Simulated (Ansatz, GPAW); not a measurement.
This is a calculation of Pb (Lead) for Ansatz 0.2.0. 

Contents of input.yaml:

```yaml
crystal:
  lattice:
    - [0.0, 2.47502, 2.47502]
    - [2.47502, 0.0, 2.47502]
    - [2.47502, 2.47502, 0.0]
  atoms:
    - { symbol: Pb, position: [0.0, 0.0, 0.0] }
hamiltonian:
  xc: rpbe
  pseudopotentials: { kind: paw }
kpoints:
  mp_grid: { grid: [9, 9, 9] }
scf:
  occupations: { method: gaussian, width: 0.02 }
output:
  forces: true
  stress: true
  eigenvalues: true
```

Potentials or basis: Ansatz PAW.

Command:

```sh
$ ansatz run input.yaml --threads 2 --pin off --max-ram 5632MiB --backend cpu --events-out ev --progress --plain --runs-dir out
```

Task: What does the same run look like in GPAW 26.7.0 (ASE script)? Potentials or basis there: the program's PAW data sets (release 1.2.1) made for this functional, cutoff 600 eV.

Result: As run (cutoffs and basis follow the program's own potentials, and thresholds, step limits or extra output files can differ):

run.py

```python
from ase import Atoms
from ase.dft.bandgap import bandgap
from ase.io import write
from ase.units import GPa
from gpaw import GPAW, PW

atoms = Atoms(['Pb'],
              cell=[[0.0, 2.47502, 2.47502],
                    [2.47502, 0.0, 2.47502],
                    [2.47502, 2.47502, 0.0]],
              scaled_positions=[[0.0, 0.0, 0.0]],
              pbc=True)

calc = GPAW(mode=PW(600),
            xc='RPBE',
            kpts={'size': (9, 9, 9), 'gamma': True},
            occupations={'name': 'methfessel-paxton', 'order': 0, 'width': 0.02},
            nbands=14,
            convergence={'density': 1e-05, 'energy': 1e-05},
            maxiter=150,
            txt='gpaw.txt')
atoms.calc = calc
energy = atoms.get_potential_energy()
forces = atoms.get_forces()
stress = atoms.get_stress()
calc.write('gs.gpw')
write('result.traj', atoms)
print(f'Energy: {energy:.6f} eV')
print('Forces (eV/A):')
print(forces.round(4))
print('Stress (GPa):', (stress / GPa).round(3))
print('Fermi level:', round(calc.get_fermi_level(), 4), 'eV')
print(f'Gap: {bandgap(calc)[0]:.4f} eV, direct: {bandgap(calc, direct=True)[0]:.4f} eV')
```

Potentials or basis: the program's PAW data sets (release 1.2.1) made for this functional, pw.

Launch:

```bash
$ OMP_NUM_THREADS=1 python run.py
```

Both were run:

|  | Ansatz | GPAW |
| --- | --- | --- |
| Pressure | 3.9 GPa | 3.6 GPa |

Ansatz's pressure holds a Pulay term of +0.02 GPa for its cutoff of 420 eV, which the other run lacks.

Ansatz's potentials were made for PBE.

Where Ansatz's input types no cutoff or centring, it takes its own default and a Γ-centred mesh.

Pressure is positive in compression.
